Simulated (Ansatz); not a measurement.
# GaN: the cost of one run

Computed with Ansatz 0.2.0 (DFT PBEsol, scalar-relativistic, plane waves, PAW, unless a step's input says otherwise).

That is the level of the relaxation; later steps name their own.

### Step 1. Starting point

It takes space group P6_3mc (No. 186, hexagonal). The conventional cell has a = 3.189 Å, b = 3.189 Å, c = 5.138 Å, α = 90.00°, β = 90.00°, γ = 120.00°. Ga (site symmetry 3m) has 4 N at 1.93 to 1.95 Å as nearest neighbours. N (site symmetry 3m) is surrounded by 4 Ga at 1.93 to 1.95 Å.

Structure file:

```
Ga N
1.0
     3.18863    0.00000    0.00000
    -1.59431    2.76143    0.00000
     0.00000    0.00000    5.13808
Ga N
2 2
Direct
  0.33333 0.66667 0.00000
  0.66667 0.33333 0.50000
  0.33333 0.66667 0.37500
  0.66667 0.33333 0.87500
```

(A quick probe on a coarse mesh, which set the mesh and smearing, is not shown.)

### Step 3. Relaxing cell and atoms

Contents of input.yaml:

```yaml
crystal:
  lattice:
    - [3.18862685, 0.0, 0.0]
    - [-1.59431342, 2.76143185, 0.0]
    - [0.0, 0.0, 5.13808453]
  atoms:
    - { symbol: Ga, position: [0.33333333, 0.66666667, 0.0] }
    - { symbol: Ga, position: [0.66666667, 0.33333333, 0.5] }
    - { symbol: "N", position: [0.33333333, 0.66666667, 0.375] }
    - { symbol: "N", position: [0.66666667, 0.33333333, 0.875] }
basis:
  ecutwfc: 420
kpoints:
  mp_grid: { grid: [12, 12, 6] }
hamiltonian:
  xc: pbesol
scf:
  occupations: { method: gaussian, width: 0.02 }
output:
  forces: true
  stress: true
  eigenvalues: true
relax:
  adjacent_minimum: "off"
  f_tol: 0.005
  max_steps: 80
  cell: { stress_tol: 0.05 }
```

Command:

```bash
> ansatz run input.yaml --threads 2 --pin off --max-ram 5120MiB --backend cpu --events-out ev --progress --plain --runs-dir out
```

**Question.** How long does this run take on 2 threads of Intel Xeon at 2.50GHz (Skylake/Cascade Lake), shared host, and how much memory does it need?

About 60 s, with a peak of 0.43 GiB.
